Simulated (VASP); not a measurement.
# A VASP 6.6.1 single-point calculation on ZnS

INCAR

```
LWAVE = .FALSE.
PREC = Accurate
IBRION = -1
BMIX = 0.0001
ISIF = 2
AMIX = 1.5
LREAL = .FALSE.
EDIFF = 1E-7
IMIX = 1
ENCUT = 520
ISMEAR = -1
SIGMA = 0.02
LCHARG = .FALSE.
NELM = 87
LASPH = .TRUE.
NBANDS = 16
NSW = 0
GGA = PE
```

KPOINTS

```
KPOINTS created by Atomic Simulation Environment
0
Gamma
8 8 8
0 0 0
```

POSCAR

```
Zn S
 1.0000000000000000
     0.0000000000000000    2.6940858314999998    2.6671449732000001
     2.6940858314999998    0.0000000000000000    2.6671449732000001
     2.6940858314999998    2.6940858314999998    0.0000000000000000
 Zn  S
   1   1
Cartesian
  0.0000000000000000  0.0000000000000000  0.0000000000000000
  1.3470429157499999  1.3470429157499999  1.3335724865999998
```

The recommended PBE PAW datasets give the neutral cell 18 valence electrons.

Command

```
mpirun -np 1 vasp_std
```

OSZICAR

```
N       E                     dE             d eps       ncg     rms          rms(c)
DAV:   1     0.889811545598E+02    0.88981E+02   -0.90390E+03  1896   0.137E+03
DAV:   2    -0.152124458553E+01   -0.90502E+02   -0.85119E+02  2176   0.260E+02
DAV:   3    -0.720420532484E+01   -0.56830E+01   -0.56568E+01  2336   0.637E+01
DAV:   4    -0.726280188324E+01   -0.58597E-01   -0.58583E-01  2352   0.666E+00
DAV:   5    -0.726347696077E+01   -0.67508E-03   -0.67506E-03  2416   0.689E-01    0.712E+00
DAV:   6    -0.991506415510E+01   -0.26516E+01   -0.13555E+01  2824   0.132E+02    0.825E+00
DAV:   7    -0.544392525431E+02   -0.44524E+02   -0.15309E+02  2496   0.283E+02    0.738E+01
DAV:   8    -0.214996829334E+04   -0.20955E+04   -0.11044E+04  2824   0.306E+03    0.541E+02
DAV:   9    -0.533596594656E+04   -0.31860E+04   -0.50687E+04  2696   0.976E+02    0.845E+02
DAV:  10    -0.842841547700E+04   -0.30924E+04   -0.74252E+04  3304   0.571E+02    0.112E+03
DAV:  11    -0.100888874251E+05   -0.16605E+04   -0.87628E+04  2968   0.133E+03    0.131E+03
DAV:  12    -0.106954811396E+05   -0.60659E+03   -0.82688E+04  3320   0.498E+02    0.142E+03
DAV:  13    -0.121678565869E+05   -0.14724E+04   -0.10492E+05  2840   0.150E+03    0.146E+03
DAV:  14    -0.118729303462E+05    0.29493E+03   -0.87974E+04  3352   0.513E+02    0.147E+03
DAV:  15    -0.131826707832E+05   -0.13097E+04   -0.11363E+05  2824   0.190E+03    0.152E+03
DAV:  16    -0.124372103604E+05    0.74546E+03   -0.94578E+04  3520   0.524E+02    0.154E+03
DAV:  17    -0.135405276115E+05   -0.11033E+04   -0.11608E+05  2744   0.191E+03    0.153E+03
DAV:  18    -0.126385434372E+05    0.90198E+03   -0.92204E+04  3432   0.537E+02    0.152E+03
```

Standard output (part)

```
POSCAR found type information on POSCAR ZnS
 POSCAR found :  2 types and       2 ions
 LDA part: xc-table for (Slater+PW92), standard interpolation
 POSCAR, INCAR and KPOINTS ok, starting setup
 WAVECAR not read
 entering main loop
|     EEEEEEE  RRRRRR   RRRRRR   OOOOOOO  RRRRRR      ###     ###     ###     |
|     E        R     R  R     R  O     O  R     R     ###     ###     ###     |
|     E        R     R  R     R  O     O  R     R     ###     ###     ###     |
|     EEEEE    RRRRRR   RRRRRR   O     O  RRRRRR       #       #       #      |
|     E        R    R   R    R   O     O  R    R      ###     ###     ###     |
|     EEEEEEE  R     R  R     R  OOOOOOO  R     R     ###     ###     ###     |
|     ERROR FEXCP: supplied Exchange-correletion table                        |
|      is too small, maximal index : 3883                                     |
|       ---->  I REFUSE TO CONTINUE WITH THIS SICK JOB ... BYE!!! <----       |
```

VASP stopped with an error.

Q: What is wrong with this input?

A: Mixing far too strong. VASP stopped with an error.
